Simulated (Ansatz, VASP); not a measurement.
## PtS2: VASP beside Ansatz

File INCAR:

```
SYSTEM = PtS2
PREC = Accurate
ENCUT = 520
EDIFF = 1E-6
ISMEAR = 0
SIGMA = 0.02
LREAL = .False.
LASPH = .True.
NELM = 80
ALGO = Normal
ISIF = 2
LWAVE = .False.
LCHARG = .True.
GGA = PE
LELF = .True.
```

KPOINTS

```
Automatic mesh
0
Gamma
  9 9 5
  0 0 0
```

POSCAR

```
PtS2
1.0
    3.5432000000      0.0000000000      0.0000000000
   -1.7716000000      3.0685012107      0.0000000000
    0.0000000000      0.0000000000      5.0388000000
Pt S
1 2
Direct
    0.0000000000      0.0000000000      0.0000000000
    0.6666666667      0.3333333333      0.7730000000
    0.3333333333      0.6666666667      0.2270000000
```

input.yaml

```yaml
crystal:
  lattice:
    - [3.5432, 0.0, 0.0]
    - [-1.7716, 3.0685012107, 0.0]
    - [0.0, 0.0, 5.0388]
  atoms:
    - { symbol: Pt, position: [0.0, 0.0, 0.0] }
    - { symbol: S, position: [0.6666666667, 0.3333333333, 0.773] }
    - { symbol: S, position: [0.3333333333, 0.6666666667, 0.227] }
hamiltonian:
  xc: pbe
  pseudopotentials: { kind: paw }
kpoints:
  mp_grid: { grid: [9, 9, 5] }
scf:
  occupations: { method: gaussian, width: 0.02 }
output:
  forces: true
  stress: true
  eigenvalues: true
```

Alike in both runs: functional PBE; k mesh 9 × 9 × 5; occupations gaussian, width 0.02 eV; no spin polarisation.

```csv
,VASP,Ansatz
version,VASP 6.6.1,Ansatz 0.2.0
potentials or method,"VASP PAW PBE potentials, release 64 (Pt, S)",Ansatz PAW
plane-wave cutoff (eV),520,420
valence electrons in the cell,22,30
task,electron localisation function,single point
```

VASP gave:

```
gap on the k mesh at the Fermi level (eV)       : 1.03
least direct gap on the mesh (eV)               : 1.08
pressure (GPa)                                  : 11.1
largest component of the traceless stress (GPa) : 0.99
rms of the force components (eV/Å)              : 0.572
```

Q: Estimate Ansatz's values.

A: gap on the k mesh at the Fermi level (eV): 1.02; least direct gap on the mesh (eV): 1.07; pressure (GPa): 11.6; largest component of the traceless stress (GPa): 1.17; rms of the force components (eV/Å): 0.592.

Atom by atom the forces differ by 0.021 eV/Å (rms over components). With one functional, cell and mesh, what is left measures potentials, basis and numerics. The two sets of potentials don't hold the same shells in valence.

Caveats: spin-orbit coupling is left out, which moves the levels of the heavy elements; forces of over 1 eV/Å show positions far from the minimum, so gaps and moduli don't describe the material at rest; an odd mesh through Γ misses points on the zone boundary, where band edges often lie (VASP); odd divisions of the mesh miss points on the zone boundary, where band edges often lie, so the gap on the mesh can be too wide (Ansatz). As with any semilocal functional, this PBE gap is likely too small.
